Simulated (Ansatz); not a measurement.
System: CuCl (zinc blende type), 2 atoms in the cell.

```
Cu Cl
1.0
     0.00000    2.71000    2.71000
     2.71000    0.00000    2.71000
     2.71000    2.71000    0.00000
Cu Cl
1 1
Cartesian
  0.0000 0.0000 0.0000
  1.3550 1.3550 1.3550
```

Theory: Ansatz 0.2.0 development build, HSE06, plane waves, all-electron PAW datasets generated for the crystal, point nucleus.

Cutoff 340 eV; exchange singularity: regularized; k-mesh 6×6×6 Γ-centred; Fermi–Dirac smearing of 0.02 eV; no spin polarisation.

Task: How large is the gap on this mesh, is it direct, and where do the band edges lie (fractions of the reciprocal vectors of this cell)?

Result: 2.36 eV, direct at (0.000, 0.000, 0.000).

Task: List the levels near the gap at (0.000, 0.000, 0.000), (0.000, 0.000, 0.167), (0.000, 0.333, -0.500), (0.000, 0.333, -0.333), in eV from the top of the valence band (v1 is the highest filled band, c1 the lowest empty one).

Result: 
```json
{"k": "(0.000, 0.000, 0.000)", "v4": "-1.81", "v3": "0.00", "v2": "0.00", "v1": "0.00", "c1": "2.36", "c2": "8.65"}
{"k": "(0.000, 0.000, 0.167)", "v4": "-1.82", "v3": "-0.60", "v2": "-0.15", "v1": "-0.15", "c1": "3.35", "c2": "8.12"}
{"k": "(0.000, 0.333, -0.500)", "v4": "-1.69", "v3": "-1.63", "v2": "-1.17", "v1": "-1.16", "c1": "5.60", "c2": "6.83"}
{"k": "(0.000, 0.333, -0.333)", "v4": "-1.80", "v3": "-1.49", "v2": "-1.34", "v1": "-0.92", "c1": "6.32", "c2": "7.25"}
```
